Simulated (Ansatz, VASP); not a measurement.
# As in VASP and in Ansatz

File INCAR:

```
PREC     = Accurate       # precision mode
ENCUT    = 520            # plane-wave cutoff, eV
EDIFF    = 1E-7           # SCF threshold, eV
ISMEAR   = 0              # smearing method
SIGMA    = 0.1            # smearing width, eV
LREAL    = False          # projectors in reciprocal space
LASPH    = True           # aspherical terms in the spheres
NELM     = 80             # most SCF steps
ALGO     = Normal         # electronic algorithm
ISIF     = 2              # what is computed and relaxed
LWAVE    = False          # write WAVECAR
LCHARG   = False          # write CHGCAR
GGA      = PE             # functional
NBANDS   = 12             # bands
```

File KPOINTS:

```
Automatic mesh
0
Gamma
  3 3 3
```

POSCAR

```
As
1.0
    1.8797494575      1.0852738553      3.4857700000
   -1.8797494575      1.0852738553      3.4857700000
    0.0000000000     -2.1705477106      3.4857700000
As
2
Direct
    0.2275400000      0.2275400000      0.2275400000
    0.7724600000      0.7724600000      0.7724600000
```

Input for Ansatz:

```yaml
crystal:
  lattice:
    - [1.8797494575, 1.0852738553, 3.48577]
    - [-1.8797494575, 1.0852738553, 3.48577]
    - [0.0, -2.1705477106, 3.48577]
  atoms:
    - { symbol: As, position: [0.22754, 0.22754, 0.22754] }
    - { symbol: As, position: [0.77246, 0.77246, 0.77246] }
basis:
  ecutwfc: 420
kpoints:
  mp_grid: { grid: [3, 3, 3] }
hamiltonian:
  xc: pbe
scf:
  occupations: { method: gaussian, width: 0.1 }
  lower_state_search: "off"
  n_extra_bands: 5
  mixing: { algorithm: anderson, beta: 0.16 }
  max_iter: 58
output:
  forces: true
  stress: true
  eigenvalues: true
```

Alike in both runs: task single point; functional PBE; k mesh 3 × 3 × 3; occupations gaussian, width 0.1 eV; no spin polarisation.

|  | VASP | Ansatz |
| --- | --- | --- |
| version | VASP 6.6.1 | Ansatz 0.2.0 |
| potentials or method | VASP PAW PBE potentials, release 64 (As) | scalar-relativistic, plane waves, PAW |
| plane-wave cutoff (eV) | 520 | 420 |
| valence electrons in the cell | 10 | 30 |

Ansatz gave:

```
gap on the k mesh at the Fermi level (eV)       : 1.33
least direct gap on the mesh (eV)               : 1.78
pressure (GPa)                                  : 4.3
largest component of the traceless stress (GPa) : 4.59
rms of the force components (eV/Å)              : 0.075
```

Q: Which values does VASP return?

A: gap on the k mesh at the Fermi level (eV): 1.33; least direct gap on the mesh (eV): 1.78; pressure (GPa): 4.6; largest component of the traceless stress (GPa): 4.68; rms of the force components (eV/Å): 0.049.

Atom by atom the forces differ by 0.026 eV/Å (rms over components). The functional is the same, so the differences come from potentials, cutoffs and numerics. The two sets of potentials don't hold the same shells in valence.

Caveats: the k mesh is coarse (spacing up to 0.67 Å⁻¹), so the values aren't converged; an odd mesh through Γ misses points on the zone boundary, where band edges often lie.
